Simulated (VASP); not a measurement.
Input of a VASP 6.6.1 run:

The input INCAR:

```
SYSTEM = BaTiO3
  ALGO = Normal
  EDIFF = 1E-7
  ENCUT = 520
  GGA = PS
  ISIF = 2
  ISMEAR = -1
  KPAR = 2
  LASPH = .True.
  LCHARG = .False.
  LREAL = .False.
  LWAVE = .False.
  NBANDS = 28
  NELM = 60
  PREC = Accurate
  SIGMA = 0.05
```

KPOINTS

```
k-points
0
Gamma
  7 7 7
  0 0 0
```

POSCAR

```
BaTiO3
1.0
    4.0060000000      0.0000000000      0.0000000000
    0.0000000000      4.0060000000      0.0000000000
    0.0000000000      0.0000000000      4.0060000000
Ba Ti O
1 1 3
Direct
    0.4995820000      0.4932190000      0.5062780000
    0.0000700000     -0.0020440000     -0.0109340000
    0.0033810000      0.0076360000      0.4931720000
    0.0002570000      0.4939700000      0.0067890000
    0.5026220000     -0.0065370000      0.0085460000
```

Potentials or basis: VASP PAW PBE potentials, release 64 (Ba_sv, Ti_sv, O).

Run with:

```sh
$ cat potpaw_PBE.64/Ba_sv/POTCAR potpaw_PBE.64/Ti_sv/POTCAR potpaw_PBE.64/O/POTCAR > POTCAR
$ mpirun -np 2 vasp_std > vasp.out
```

Problem. What does it give for the pressure?

Solution. -2.8 GPa.

Problem. Estimate the largest force.

Solution. 0.735 eV/Å.

Problem. What does it give for the band gap on the k mesh?

Solution. 1.76 eV, indirect (least direct gap 1.85 eV).

Forces on the atoms (eV/Å):
```
Ba   0.036  0.114 -0.287
Ti  -0.055  0.044  0.248
O   -0.028 -0.286  0.676
O    0.032  0.140 -0.302
O    0.015 -0.012 -0.335
```

Caveat: the PAW data sets were made with another functional, which shifts forces and pressure a little; spin-orbit coupling is left out, which moves the levels of the heavy elements; an odd mesh through Γ misses points on the zone boundary, where band edges often lie.
